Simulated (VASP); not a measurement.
# As (Pm-3m) in VASP: notebook

One crystal, As, is run at these levels: HSE(alpha, omega), PBEsol; tasks: single point.

All numbers are computed with VASP 6.6.1; they aren't measurements. Logs are shortened: lines on timing, memory, paths and dates and some standing lists are left out, and cuts for length are marked.

## (1) Starting point

It takes space group Pm-3m (No. 221, cubic). Conventional cell: a = 2.704 Å, b = 2.704 Å, c = 2.704 Å, α = 90.00°, β = 90.00°, γ = 90.00°. Around As (site symmetry m-3m) lie 6 As at 2.70 Å.

This isn't the form of As at room conditions, which is rhombohedral.

## (2) Single point, HSE(alpha, omega)

The input, POSCAR:

```
As
1.0
    2.7036817444      0.0000000000      0.0000000000
    0.0000000000      2.7036817444      0.0000000000
    0.0000000000      0.0000000000      2.7036817444
As
1
Direct
    0.5000000000      0.5000000000      0.5000000000
```

The input, INCAR.step1:

```
SYSTEM = As
PREC = Accurate
ENCUT = 520
EDIFF = 1E-5
ISMEAR = -1
SIGMA = 0.05
LREAL = .False.
LASPH = .True.
NELM = 80
ALGO = Normal
ISIF = 2
LWAVE = .True.
LCHARG = .False.
GGA = PE
```

The input, INCAR.step2:

```
SYSTEM = As
PREC = Accurate
ENCUT = 520
EDIFF = 1E-6
ISMEAR = -1
SIGMA = 0.05
LREAL = .False.
LASPH = .True.
NELM = 80
ALGO = Normal
ISIF = 2
LWAVE = .False.
LCHARG = .False.
GGA = PE
LHFCALC = .True.
HFSCREEN = 0.2
AEXX = 0.3
PRECFOCK = Fast
ISTART = 1
```

The input, KPOINTS:

```
Automatic mesh
0
Gamma
  5 5 5
  0 0 0
```

Potentials or basis: VASP PAW PBE potentials, release 64 (As).

Launch:

```console
> cat potpaw_PBE.64/As/POTCAR > POTCAR
> cp INCAR.step1 INCAR
> mpirun -np 1 vasp_std > vasp.out
> cp INCAR.step2 INCAR
> mpirun -np 1 vasp_std > vasp.out
```

OUTCAR:

```text
SYSTEM = As
   PREC = Accurate
   ENCUT = 520
   EDIFF = 1E-6
   ISMEAR = -1
   LREAL = .False.
   LASPH = .True.
   NELM = 80
   ISIF = 2
   GGA = PE
   LHFCALC = .True.
   HFSCREEN = 0.2
   AEXX = 0.3
   PRECFOCK = Fast
   ISTART = 1

 ion  position               nearest neighbor table
   1  0.500  0.500  0.500-

  LATTYP: Found a simple cubic cell.
 ALAT       =     2.7036817444

  Lattice vectors:

 A1 = (   2.7036817444,   0.0000000000,   0.0000000000)
 A2 = (   0.0000000000,   2.7036817444,   0.0000000000)
 A3 = (   0.0000000000,   0.0000000000,   2.7036817444)

Analysis of symmetry for initial positions (statically):
=====================================================================
 Subroutine PRICEL returns:
 Original cell was already a primitive cell.

 Routine SETGRP: Setting up the symmetry group for a
 simple cubic supercell.

 Subroutine GETGRP returns: Found 48 space group operations
 (whereof 48 operations were pure point group operations)
 out of a pool of 48 trial point group operations.

The static configuration has the point symmetry O_h .

Analysis of symmetry for dynamics (positions and initial velocities):
=====================================================================
 Subroutine PRICEL returns:
 Original cell was already a primitive cell.

 Routine SETGRP: Setting up the symmetry group for a
 simple cubic supercell.

 Subroutine GETGRP returns: Found 48 space group operations
 (whereof 48 operations were pure point group operations)
 out of a pool of 48 trial point group operations.

The dynamic configuration has the point symmetry O_h .

 Subroutine INISYM returns: Found 48 space group operations
 (whereof 48 operations are pure point group operations),
 and found     1 'primitive' translations

----------------------------------------------------------------------------------------

                                     Primitive cell

  volume of cell :      19.7636

  direct lattice vectors                    reciprocal lattice vectors
     2.703681744  0.000000000  0.000000000     0.369866018  0.000000000  0.000000000
     0.000000000  2.703681744  0.000000000     0.000000000  0.369866018  0.000000000
     0.000000000  0.000000000  2.703681744     0.000000000  0.000000000  0.369866018

  length of vectors
     2.703681744  2.703681744  2.703681744     0.369866018  0.369866018  0.369866018

  position of ions in fractional coordinates (direct lattice)
     0.500000000  0.500000000  0.500000000
[... 68 lines left out ...]
   ISYM   =      3    0-nonsym 1-usesym 2-fastsym
   POTIM  = 0.5000    time-step for ionic-motion
   TEBEG  =    0.0;   TEEND  =   0.0 temperature during run
   PSTRESS=    0.0 pullay stress
   NELECT =       5.0000    total number of electrons
   NUPDOWN=      -1.0000    fix difference up-down
   EMIN   =  10.00;   EMAX   =-10.00  energy-range for DOS
   EFERMI =   0.00;   METHOD = LEGACY
   ISMEAR =    -1;   SIGMA  =   0.05  broadening in eV -4-tet -1-fermi 0-gaus
   EFERMI_NEDOS =   21; number of points for ismear=-14 and -15
   IALGO  =     38    algorithm
   IMIX   =      1    mixing-type and parameters
     AMIX     =   0.40;   BMIX     =  1.00
     AMIX_MAG =   1.60;   BMIX_MAG =  1.00
  volume/ion in A,a.u.               =      19.76       133.37
  Fermi-wavevector in a.u.,A,eV,Ry     =   1.035403  1.956627 14.586243  1.072059
  Thomas-Fermi vector in A             =   2.169744
   LORBIT       =      0    0 simple, 1 ext, 2 COOP (PROOUT), +10 PAW based schemes
   GGA     = PE    functional components
   LHFCALC =     T    Hartree Fock is set to
   PRECFOCK=fast      Normal, Fast or Accurate (Low or Medium for compatibility)
   ENCUT4O =  -1.0   cutoff for four orbital integrals eV
   NKREDX  =     1    reduce k-point grid by
   NKREDY  =     1    reduce k-point grid by
   NKREDZ  =     1    reduce k-point grid by
   AEXX    =    0.3000 exact exchange contribution
   HFSCREEN=    0.2000 screening length (either q_TF or 0.3 A-1)
   HFSCREENC=   0.2000 screening length for correlation (either q_TF or 0.3 A-1)
   ENCUTFOCK=  -1.0 apply spherical cutoff to Coloumb kernel
   IVDW    =     0    specifies the selected vdW correction
   LEPSILON=     F    determine dielectric tensor
   LRPA    =     F    only Hartree local field effects (RPA)
 non-spin polarized calculation
  energy-cutoff  :      520.00
  volume of cell :       19.76
 maximum number of plane-waves:       540
  NGX = 12; NGY = 12; NGZ = 12

 number of electron       5.0000001 magnetization

 Free energy of the ion-electron system (eV)
  ---------------------------------------------------
  ext. energy  EPLUGINS =         0.00000000
  ---------------------------------------------------
  free energy    TOTEN  =        -5.49687001 eV

  energy without entropy =       -5.48343144  energy(sigma->0) =       -5.49015073

 E-fermi :   5.8677     XC(G=0):  -8.2929

 val. band max:        5.8458766494   @ k =   0.2000   0.2000   0.0000
 cond. band min:       7.1772345913   @ k =   0.2000   0.2000   0.2000
 fundamental gap:      1.3313579419
 Fermi energy:         5.8677352343

 k-point     1 :       0.0000    0.0000    0.0000
  band No.  band energies     occupation
      1     -11.3545      2.00000
      2      10.5647      0.00000
      3      10.5647      0.00000
      4      10.5647      0.00000
      5      14.8779      0.00000
      6      14.8779      0.00000
[... 73 lines left out ...]
 k-point    10 :       0.4000    0.4000    0.4000
  band No.  band energies     occupation
      1      -2.2969      2.00000
      2       3.6081      2.00000
      3       3.6081      2.00000
      4       4.8481      2.00000
      5      12.6942      0.00000
      6      13.5110      0.00000

------------------------ aborting loop because EDIFF is reached ----------------------------------------

  FORCE on cell =-STRESS in cart. coord.  units (eV):
  Direction    XX          YY          ZZ          XY          YZ          ZX
  --------------------------------------------------------------------------------------
  -------------------------------------------------------------------------------------
  Total       -0.2714057     -0.2714057     -0.2714057     -0.0000000      0.0000000      0.0000000
  in kB      -22.0020309    -22.0020309    -22.0020309     -0.0000000      0.0000000      0.0000000
  external PRESSURE =     -22.0020309 kB  Pullay stress =       0.0000000 kB

 VOLUME and BASIS-vectors are now :
 -----------------------------------------------------------------------------
  energy-cutoff  :      520.00
  volume of cell :       19.76
      direct lattice vectors                 reciprocal lattice vectors
     2.703681744  0.000000000  0.000000000     0.369866018  0.000000000  0.000000000
     0.000000000  2.703681744  0.000000000     0.000000000  0.369866018  0.000000000
     0.000000000  0.000000000  2.703681744     0.000000000  0.000000000  0.369866018

 POSITION                                       TOTAL-FORCE (eV/Angst)
 -----------------------------------------------------------------------------------
      1.35184      1.35184      1.35184         0.000000      0.000000      0.000000
 -----------------------------------------------------------------------------------
    total drift:                               -0.000003      0.000005      0.000001

  FREE ENERGIE OF THE ION-ELECTRON SYSTEM (eV)
  ---------------------------------------------------
  free  energy   TOTEN  =        -5.4968700122 eV

  energy  without entropy=       -5.4834314429  energy(sigma->0) =       -5.49015073
```

OUTCAR.step1:

```text
SYSTEM = As
   PREC = Accurate
   ENCUT = 520
   EDIFF = 1E-5
   ISMEAR = -1
   LREAL = .False.
[... 291 lines left out ...]
 -----------------------------------------------------------------------------------
      1.35184      1.35184      1.35184         0.000000      0.000000      0.000000
 -----------------------------------------------------------------------------------
    total drift:                                0.000000     -0.000000      0.000000

  FREE ENERGIE OF THE ION-ELECTRON SYSTEM (eV)
  ---------------------------------------------------
  free  energy   TOTEN  =        -4.4322585117 eV

  energy  without entropy=       -4.4201907374  energy(sigma->0) =       -4.42622462
```

OSZICAR.step1:

```text
N       E                     dE             d eps       ncg     rms          rms(c)
DAV:   1     0.108847843352E+02    0.10885E+02   -0.17326E+03   126   0.580E+02
DAV:   2    -0.403166705531E+01   -0.14916E+02   -0.14171E+02   126   0.793E+01
DAV:   3    -0.442750204409E+01   -0.39583E+00   -0.39032E+00   156   0.157E+01
DAV:   4    -0.442877919512E+01   -0.12772E-02   -0.12771E-02   180   0.813E-01
DAV:   5    -0.442877927752E+01   -0.82403E-07   -0.82217E-07   144   0.718E-03    0.212E+00
DAV:   6    -0.443066065307E+01   -0.18814E-02   -0.57551E-04   150   0.251E-01    0.126E+00
DAV:   7    -0.443220364170E+01   -0.15430E-02   -0.16208E-03   126   0.404E-01    0.787E-02
DAV:   8    -0.443225665392E+01   -0.53012E-04   -0.57978E-05   156   0.759E-02    0.406E-03
DAV:   9    -0.443225851174E+01   -0.18578E-05   -0.13123E-06    78   0.109E-02
   1 F= -.44322585E+01 E0= -.44262246E+01  d E =-.120678E-01
```

It took 12 s on 1 thread of Intel Xeon 6975P-C (Granite Rapids), shared host; peak memory 0.22 GiB.

What came out:

```
Free energy            : -5.4969 eV
Pressure               : -2.2 GPa
Band gap on the k mesh : none (metal or under the smearing width)
```

Levels at points of the mesh, in eV from the Fermi level:
| k point | band 1 | band 2 | band 3 | band 4 | band 5 | band 6 |
| --- | --- | --- | --- | --- | --- | --- |
| (0.00, 0.00, 0.00) | -17.22 | 4.70 | 4.70 | 4.70 | 9.01 | 9.01 |

Caveat: the k mesh is coarse (spacing up to 0.46 Å⁻¹), so the values aren't converged, least of all with exact exchange; the PAW data sets were made with another functional, which shifts forces and pressure a little.

## (3) Single point, HSE(alpha, omega)

POSCAR is that of step 2.

INCAR.step1 is that of step 2.

INCAR.step2, as its differences from that of step 2:

```diff
@@ -16,3 +16,3 @@
 HFSCREEN = 0.2
-AEXX = 0.3
+AEXX = 0.4
 PRECFOCK = Fast
```

KPOINTS is that of step 2.

Potentials or basis: VASP PAW PBE potentials, release 64 (As).

Launch:

```console
> cat potpaw_PBE.64/As/POTCAR > POTCAR
> cp INCAR.step1 INCAR
> mpirun -np 1 vasp_std > vasp.out
> cp INCAR.step2 INCAR
> mpirun -np 1 vasp_std > vasp.out
```

OUTCAR:

```text
SYSTEM = As
   PREC = Accurate
   ENCUT = 520
   EDIFF = 1E-6
   ISMEAR = -1
   LREAL = .False.
   LASPH = .True.
   NELM = 80
   ISIF = 2
   GGA = PE
   LHFCALC = .True.
   HFSCREEN = 0.2
   AEXX = 0.4
   PRECFOCK = Fast
   ISTART = 1

 ion  position               nearest neighbor table
   1  0.500  0.500  0.500-

  LATTYP: Found a simple cubic cell.
 ALAT       =     2.7036817444

  Lattice vectors:

 A1 = (   2.7036817444,   0.0000000000,   0.0000000000)
 A2 = (   0.0000000000,   2.7036817444,   0.0000000000)
 A3 = (   0.0000000000,   0.0000000000,   2.7036817444)

Analysis of symmetry for initial positions (statically):
=====================================================================
 Subroutine PRICEL returns:
 Original cell was already a primitive cell.

 Routine SETGRP: Setting up the symmetry group for a
 simple cubic supercell.

 Subroutine GETGRP returns: Found 48 space group operations
 (whereof 48 operations were pure point group operations)
 out of a pool of 48 trial point group operations.

[... 149 lines left out ...]
  free energy    TOTEN  =        -5.87145779 eV

  energy without entropy =       -5.86107295  energy(sigma->0) =       -5.86626537

 E-fermi :   5.8351     XC(G=0):  -7.5732

 val. band max:        5.7195767528   @ k =   0.2000   0.2000   0.2000
 cond. band min:       5.8528819793   @ k =   0.2000   0.2000   0.0000
 fundamental gap:      0.1333052264
 Fermi energy:         5.8350984596

 k-point     1 :       0.0000    0.0000    0.0000
  band No.  band energies     occupation
      1     -12.1181      2.00000
      2      10.7414      0.00000
      3      10.7414      0.00000
      4      10.7414      0.00000
      5      15.0174      0.00000
      6      15.0174      0.00000
[... 73 lines left out ...]
 k-point    10 :       0.4000    0.4000    0.4000
  band No.  band energies     occupation
      1      -2.6706      2.00000
      2       3.4077      2.00000
      3       3.4078      2.00000
      4       4.7735      2.00000
      5      12.8656      0.00000
      6      13.6858      0.00000

------------------------ aborting loop because EDIFF is reached ----------------------------------------

  FORCE on cell =-STRESS in cart. coord.  units (eV):
  Direction    XX          YY          ZZ          XY          YZ          ZX
  --------------------------------------------------------------------------------------
  -------------------------------------------------------------------------------------
  Total       -0.5344228     -0.5344228     -0.5344228     -0.0000000     -0.0000000     -0.0000000
  in kB      -43.3240332    -43.3240332    -43.3240332     -0.0000000     -0.0000000     -0.0000000
  external PRESSURE =     -43.3240332 kB  Pullay stress =       0.0000000 kB

 VOLUME and BASIS-vectors are now :
 -----------------------------------------------------------------------------
  energy-cutoff  :      520.00
  volume of cell :       19.76
      direct lattice vectors                 reciprocal lattice vectors
     2.703681744  0.000000000  0.000000000     0.369866018  0.000000000  0.000000000
     0.000000000  2.703681744  0.000000000     0.000000000  0.369866018  0.000000000
     0.000000000  0.000000000  2.703681744     0.000000000  0.000000000  0.369866018

 POSITION                                       TOTAL-FORCE (eV/Angst)
 -----------------------------------------------------------------------------------
      1.35184      1.35184      1.35184         0.000000      0.000000      0.000000
 -----------------------------------------------------------------------------------
    total drift:                               -0.000000     -0.000000     -0.000000

  FREE ENERGIE OF THE ION-ELECTRON SYSTEM (eV)
  ---------------------------------------------------
  free  energy   TOTEN  =        -5.8714577875 eV

  energy  without entropy=       -5.8610729466  energy(sigma->0) =       -5.86626537
```

Wall time 12 s (1 thread of Intel Xeon 6975P-C (Granite Rapids), shared host); peak memory 0.21 GiB.

What came out:

```
Free energy            : -5.8715 eV
Pressure               : -4.3 GPa
Band gap on the k mesh : none (metal or under the smearing width)
```

Caveat: the k mesh is coarse (spacing up to 0.46 Å⁻¹), so the values aren't converged, least of all with exact exchange; the PAW data sets were made with another functional, which shifts forces and pressure a little.

(Part 1 of 2 ends here.)
